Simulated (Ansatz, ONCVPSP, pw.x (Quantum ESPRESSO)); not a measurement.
**What a changed setting does to a pw.x run (fcc Ta)**

Potential: optimised norm-conserving Vanderbilt (ONCV), ONCVPSP 4.0.1.1 (patched build), PBE; core [Kr] 4d10 4f14, reference 5s2 5p6 5d3.5 6s1.5; waves: 5s+6s: rc 1.60 bohr, ncon 4, nbas 9, qcut 7.2 1/bohr, 2 projectors; 5p: rc 1.85 bohr, ncon 4, nbas 7, qcut 6.7 1/bohr, 2 projectors, debl 3.2 Ha; 5d: rc 2.65 bohr, ncon 3, nbas 8, qcut 4.8 1/bohr, 2 projectors, debl 0.3 Ha; local part: polynomial inside 1.20 bohr (lpopt 3, dvloc0 4 Ha); core correction: Teter function, fcfact 5.5, rcfact 1.45.

The reference run (k-mesh 13³, cutoffs 55/220 Ry, Fermi–Dirac 0.01 Ry, mixing_beta 0.4, conv_thr 1e-9, no spin) gives -3.20 GPa at 18.931 Å³/atom, where all-electron LAPW gives -0.85 GPa. This run, with its own iteration cap, changes k-mesh shift to 1.

```
&control
  calculation='scf', prefix='x', pseudo_dir='./', outdir='./tmp', tstress=.true., disk_io='none'
/
&system
  ibrav=0, nat=1, ntyp=1, ecutwfc=55, ecutrho=220, nbnd=14,
  occupations='smearing', smearing='fd', degauss=0.01
/
&electrons
  conv_thr=1e-09, mixing_beta=0.4, electron_maxstep=60
/
ATOMIC_SPECIES
Ta 1.0 Ta.UPF
CELL_PARAMETERS angstrom
  0.00000000 2.11534489 2.11534489
  2.11534489 0.00000000 2.11534489
  2.11534489 2.11534489 0.00000000
ATOMIC_POSITIONS crystal
Ta 0.0000 0.0000 0.0000
K_POINTS automatic
13 13 13 1 1 1
```

```bash
pw.x < Ta.scf.in > Ta.scf.out
```

How does the run end?

It converges in 8 iterations; the free energy moves by +1.8 meV/atom and the pressure by +0.12 GPa.

```
Message from routine setup:
     using ibrav=0 with symmetry is DISCOURAGED, use correct ibrav instead
     lattice parameter (alat)  =       5.6532  a.u.
     unit-cell volume          =     127.7527 (a.u.)^3
     number of electrons       =        13.00
     number of Kohn-Sham states=           14
     kinetic-energy cutoff     =      55.0000  Ry
     charge density cutoff     =     220.0000  Ry
     scf convergence threshold =      1.0E-09
     Exchange-correlation= PBE
     number of k points=   231  Fermi-Dirac smearing, width (Ry)=  0.0100
     iteration #  1     ecut=    55.00 Ry     beta= 0.40
     total energy              =    -134.56683507 Ry
     estimated scf accuracy    <       0.05621133 Ry
     iteration #  2     ecut=    55.00 Ry     beta= 0.40
     total energy              =    -134.56530545 Ry
     estimated scf accuracy    <       0.01082059 Ry
     iteration #  3     ecut=    55.00 Ry     beta= 0.40
     total energy              =    -134.56647087 Ry
     estimated scf accuracy    <       0.00037877 Ry
     [... 2 iterations left out ...]
     iteration #  6     ecut=    55.00 Ry     beta= 0.40
     total energy              =    -134.56650209 Ry
     estimated scf accuracy    <          4.9E-09 Ry
     iteration #  7     ecut=    55.00 Ry     beta= 0.40
     total energy              =    -134.56650209 Ry
     estimated scf accuracy    <          2.4E-09 Ry
     iteration #  8     ecut=    55.00 Ry     beta= 0.40
     the Fermi energy is    17.8754 ev
!    total energy              =    -134.56650209 Ry
     estimated scf accuracy    <          3.8E-11 Ry
     smearing contrib. (-TS)   =      -0.00561833 Ry
     The total energy is F=E-TS. E is the sum of the following terms:
     one-electron contribution =     -17.61233793 Ry
     hartree contribution      =      14.94789624 Ry
     xc contribution           =     -34.97877942 Ry
     ewald contribution        =     -96.91766265 Ry
     convergence has been achieved in   8 iterations
          total   stress  (Ry/bohr**3)                   (kbar)     P=      -30.75
     Message from routine punch:
     Nothing written, as per user request (disk_io='none')
```

The run took about 69 s on one core of a shared host (Neoverse-N1, 64 threads, 124 GiB, load 57).
